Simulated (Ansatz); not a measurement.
The same path of a periodic cell of 19 atoms, Al (surface Al(111), adsorbate Al) was run twice with different band settings. Lost on the way: Al14–Al19. Made: Al13–Al19.

Computed with DFT r2SCAN-D3(BJ), scalar-relativistic, plane waves, PAW (Ansatz). Settings: PAW set soft_1, cutoff 500 eV, k mesh 4x3x1, gaussian smearing 0.05 eV, no spin polarisation.

Relaxed end points:

```xyz
19
Lattice="5.7276 0.0000 0.0000 4.2957 7.4403 0.0000 0.0000 0.0000 16.6765" Properties=species:S:1:pos:R:3
Al 1.432 0.827 1.000
Al 4.296 0.827 1.000
Al 2.864 3.307 1.000
Al 5.728 3.307 1.000
Al 4.296 5.787 1.000
Al 7.159 5.787 1.000
Al -0.023 1.645 3.300
Al 2.849 1.651 3.294
Al 1.412 4.126 3.271
Al 4.275 4.157 3.283
Al 2.861 6.625 3.279
Al 5.710 6.607 3.278
Al -0.006 -0.005 5.596
Al 2.863 -0.057 5.541
Al 1.351 2.552 5.548
Al 4.279 2.532 5.562
Al 2.834 4.996 5.561
Al 5.688 4.983 5.568
Al 2.772 1.609 7.645
```

```xyz
19
Lattice="5.7276 0.0000 0.0000 4.2957 7.4403 0.0000 0.0000 0.0000 16.6765" Properties=species:S:1:pos:R:3
Al 1.432 0.827 1.000
Al 4.296 0.827 1.000
Al 2.864 3.307 1.000
Al 5.728 3.307 1.000
Al 4.296 5.787 1.000
Al 7.159 5.787 1.000
Al -0.015 1.651 3.294
Al 2.841 1.645 3.300
Al 1.411 4.157 3.283
Al 4.276 4.126 3.271
Al 2.846 6.607 3.278
Al 5.725 6.625 3.279
Al -0.001 -0.057 5.541
Al 2.858 -0.005 5.596
Al 1.415 2.532 5.562
Al 4.215 2.552 5.548
Al 2.824 4.983 5.568
Al 5.697 4.996 5.561
Al 5.636 1.609 7.645
```

Common settings: climbing image yes; spring 5.0 eV/Å²; optimiser quadratic models (default); force threshold 0.05 eV/Å; end points relaxed; atoms held 1 to 6.

| run | movable images | start path | iteration limit |
| --- | --- | --- | --- |
| 1 | 5 | IDPP | 18 |
| 2 | 2 | default | 50 |

**Question.** What does each run give, and how far can it be trusted?

**Answer.** Run 1: converged after 8 iterations, highest image 0.083 eV above the first end. The order of the stationary point at the top wasn't checked.
Run 2: converged after 8 iterations, highest image 0.083 eV above the first end. The order of the stationary point at the top wasn't checked. So few images can step over the top or miss a turn of the path.
Limits of this set-up: coarse k mesh, thin slab, slab without dipole correction.
